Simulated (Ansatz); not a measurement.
Computed with Ansatz (plane waves, PAW, 420 eV cutoff): PBE, scalar-relativistic, no spin polarisation, 10×10×10 k-mesh, Gaussian smearing of 0.05 eV; PAW files: Ansatz's generated set soft_2.

The calculation on Li2X, where X is one element, gave:

```yaml
Space_group: Fm-3m (No. 225)
Conventional_cell: a = 5.706 Å, b = 5.706 Å, c = 5.706 Å, α = 90.00°, β = 90.00°, γ = 90.00°
Volume: 15.48 Å³/atom
Band_gap: 3.39 eV
Smallest_direct_gap: 4.25 eV
Bader_charges: Li 0.86; X -1.72 e
Formation_energy_from_the_elements_0_K_uncorrected: -1.36 eV/atom
Bulk_modulus_Birch–Murnaghan: 41 GPa
Pressure_derivative_B0′: 3.9
```

Sites: Li on 8c, X on 4a.

Problem. Which element is X?
A. P
B. Si
C. Cl
D. S

Solution. D. X is S, so the compound is Li2S.

The chain of runs began from a cell as deposited in COD, expanded in volume.

Kohn–Sham gaps of semilocal functionals lie under measured ones, often by a third or more.
